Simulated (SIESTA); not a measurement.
Here is a SIESTA 5.4.2 calculation.

The input run.py:

```python
from ase import Atoms
from ase.calculators.siesta import Siesta
from ase.units import Ry, GPa

atoms = Atoms(
    ['Co', 'O'],
    cell=[
        [-1.50800044, 1.50800044, 2.10725036],
        [1.50800044, -1.50800044, 2.10725036],
        [1.50800044, 1.50800044, -2.10725036],
    ],
    scaled_positions=[
        [0.0, 0.0, 0.0],
        [0.5, 0.5, 0.0],
    ],
    pbc=True,
)

fdf = {
    'SCFMustConverge': False,
    'DM.InitSpin': ['  1   2.000', '  2   0.000'],
    'Spin.Fix': 'true',
    'Spin.Total': '1.00',
    'OccupationFunction': 'FD',
    'ElectronicTemperature': '0.05 eV',
    'MaxSCFIterations': '200',
    'SCF.Mixer.Method': 'Pulay',
    'SCF.Mixer.Weight': '0.1',
    'SCF.Mixer.History': '10',
    'SCF.DM.Tolerance': '5.0e-05',
    'SCF.H.Tolerance': '1.0e-03 eV',
    'WriteForces': 'true',
    'Charge.Mulliken': 'end',
    'PAO.Basis': ['Co.1 5', 'n=3 0 2', '  2.527 0.000', 'n=4 0 2', '  7.356 0.000', 'n=3 1 2', '  2.822 0.000', 'n=4 1 1', '  7.356', 'n=3 2 2', '  4.649 0.000'],
}
calc = Siesta(
    label="CoO",
    command="siesta < PREFIX.fdf > PREFIX.out",
    pseudo_path="pseudos",
    pseudo_qualifier="",
    xc=('GGA', 'PBE'),
    basis_set="DZP",
    mesh_cutoff=800 * Ry,
    energy_shift=0.003 * Ry,
    kpts=[12, 12, 12],
    spin="collinear",
    fdf_arguments=fdf,
)
atoms.calc = calc

print(f"energy = {atoms.get_potential_energy():.6f} eV")
free = atoms.get_potential_energy(force_consistent=True)
print(f"free energy = {free:.6f} eV")
print("forces (eV/A):")
print(atoms.get_forces(apply_constraint=False).round(6))
print("stress (GPa, Voigt order, tension positive):", (atoms.get_stress() / GPa).round(4))
```

Potentials or basis: PseudoDojo 0.4 standard (PBE files), DZP (energy shift 0.003 Ry; two zetas on semicore shells).

Launch:

```bash
$ python run.py
```

Task: What does it give for the pressure?

Result: -13.9 GPa.

Stress tensor (GPa, compression positive):
```
-14.34  -0.02  -0.01
 -0.02 -14.34  -0.01
 -0.01  -0.01 -13.08
```

Caveat: short orbitals over semicore shells can move pressures by several GPa; the basis of atomic orbitals isn't converged, which shifts pressures, moduli and gaps; the total moment is fixed, so each spin has its own Fermi level; a cell with one magnetic atom can't hold antiferromagnetic order, which such compounds often take.
